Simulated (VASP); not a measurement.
A run of VASP 6.6.1 is set up as follows.

POSCAR

```
Se
1.0
    4.3662000000      0.0000000000      0.0000000000
   -2.1831000000      3.7812401180      0.0000000000
    0.0000000000      0.0000000000      4.9536000000
Se
3
Direct
    0.7746000000      0.7746000000      0.0000000000
    0.0000000000      0.2254000000      0.6666666667
    0.2254000000      0.0000000000      0.3333333333
```

INCAR.step1

```
SYSTEM = Se
PREC = Accurate ; ENCUT = 520
EDIFF = 1E-8 ; ISMEAR = 0
SIGMA = 0.02 ; LREAL = .FALSE.
LASPH = .TRUE. ; NELM = 80
ALGO = Normal ; ISIF = 2
LWAVE = .FALSE. ; LCHARG = .FALSE.
GGA = PE ; LEPSILON = .TRUE.
KPAR = 4
```

The input KPOINTS.step1:

```
Automatic mesh
0
G
  8 8 6
  0 0 0
```

Contents of INCAR.step2:

```
SYSTEM = Se
PREC = Accurate ; ENCUT = 520
EDIFF = 1E-5 ; ISMEAR = 0
SIGMA = 0.02 ; LREAL = .FALSE.
LASPH = .TRUE. ; NELM = 80
ALGO = Normal ; ISIF = 2
LWAVE = .TRUE. ; LCHARG = .FALSE.
GGA = PE ; KPAR = 4
```

Contents of KPOINTS.step2:

```
Automatic mesh
0
G
  6 6 4
  0 0 0
```

INCAR.step3

```
SYSTEM = Se
PREC = Accurate ; ENCUT = 520
EDIFF = 1E-6 ; ISMEAR = 0
SIGMA = 0.02 ; LREAL = .FALSE.
LASPH = .TRUE. ; NELM = 80
ALGO = Normal ; ISIF = 2
LWAVE = .FALSE. ; LCHARG = .FALSE.
METAGGA = R2SCAN ; LHFCALC = .TRUE.
AEXX = 0.0908 ; LMIXTAU = .TRUE.
PRECFOCK = Fast ; HFRCUT = -1
ISTART = 1 ; KPAR = 4
```

File KPOINTS.step3:

```
Automatic mesh
0
G
  6 6 4
  0 0 0
```

The input KPOINTS_OPT:

```
path GMKGALHA,LM,KH
12
line-mode
reciprocal
 0.0000000000  0.0000000000  0.0000000000  G
 0.5000000000  0.0000000000  0.0000000000  M

 0.5000000000  0.0000000000  0.0000000000  M
 0.3333333333  0.3333333333  0.0000000000  K

 0.3333333333  0.3333333333  0.0000000000  K
 0.0000000000  0.0000000000  0.0000000000  G

 0.0000000000  0.0000000000  0.0000000000  G
 0.0000000000  0.0000000000  0.5000000000  A

 0.0000000000  0.0000000000  0.5000000000  A
 0.5000000000  0.0000000000  0.5000000000  L

 0.5000000000  0.0000000000  0.5000000000  L
 0.3333333333  0.3333333333  0.5000000000  H

 0.3333333333  0.3333333333  0.5000000000  H
 0.0000000000  0.0000000000  0.5000000000  A

 0.5000000000  0.0000000000  0.5000000000  L
 0.5000000000  0.0000000000  0.0000000000  M

 0.3333333333  0.3333333333  0.0000000000  K
 0.3333333333  0.3333333333  0.5000000000  H
```

Potentials or basis: VASP PAW PBE potentials, release 64 (Se).

Command:

```console
$ cat potpaw_PBE.64/Se/POTCAR > POTCAR
$ cp INCAR.step1 INCAR
$ cp KPOINTS.step1 KPOINTS
$ mpirun -np 4 vasp_std > vasp.out
$ cp INCAR.step2 INCAR
$ cp KPOINTS.step2 KPOINTS
$ mpirun -np 4 vasp_std > vasp.out
$ cp INCAR.step3 INCAR
$ cp KPOINTS.step3 KPOINTS
$ mpirun -np 4 vasp_std > vasp.out
```

(1) Estimate the largest force.

(2) Estimate the band gap along the path.

(3) Predict the pressure.

Answers

(1) 0.122 eV/Å.

(2) 1.72 eV, indirect (least direct gap 1.94 eV).

(3) 0.7 GPa.

Caveat: the PAW data sets were made with another functional, which shifts forces and pressure a little.
